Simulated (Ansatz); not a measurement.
# Si under changes of volume

One of the cells (21.259 Å³/atom); the others are scaled copies at fixed shape and fractional positions:

```
CELL_PARAMETERS angstrom
-3.32544 3.32544 1.92239
3.32544 -3.32544 1.92239
3.32544 3.32544 -1.92239
ATOMIC_POSITIONS crystal
Si 0.82120 0.17880 0.00000
Si 0.17880 0.82120 0.00000
Si 0.82120 0.82120 0.64240
Si 0.17880 0.17880 0.35760
```

This isn't the form of Si at room conditions, which is diamond.

| Quantity | Value |
| --- | --- |
| Program | Ansatz 0.2.0 |
| Functional | PBE |
| Potentials or basis | Ansatz PAW |
| Cutoff | 420 eV (not typed: the program's choice for these potentials) |
| k mesh | 8 × 8 × 8 |
| Occupations | fermi-dirac, width 0.05 eV |
| Spin | no spin polarisation |

```csv
volume (Å³/atom),energy over the lowest point (meV/atom),pressure (GPa),gap on the mesh (eV),largest force (eV/Å)
19.983,35.66,7.5,0.12,0.086
20.409,18.69,5.3,0.19,0.053
20.834,7.45,3.2,0.26,0.021
21.259,1.39,1.4,0.26,0.008
21.684,0.00,-0.3,0.26,0.036
22.109,2.82,-1.8,0.26,0.062
22.534,?,?,?,?
```

Task: What does the run at 22.534 Å³/atom give?

Result: Energy over the lowest point 9.42 meV/atom; pressure -3.2 GPa; gap on the mesh 0.26 eV; largest force 0.086 eV/Å.

Worked out: A Birch-Murnaghan fit of order 3 (a polynomial in V^(-2/3)) to the other rows has its minimum at 21.61 Å³/atom with B0 = V·E''(V) = 82 GPa and B' = 4.1 at fixed shape and positions, which overstates the stiffness. It gives 9.48 meV/atom at 22.534 Å³/atom, against the run's 9.42, and -dE/dV = -3.2 GPa, against -3.2. A parabola through the other rows of the gap, of slope -2.46 eV per unit of ln V there, extrapolates to 0.22 eV, against the run's 0.26.

Energies are extrapolated to zero smearing.

A mesh can miss the band edges.
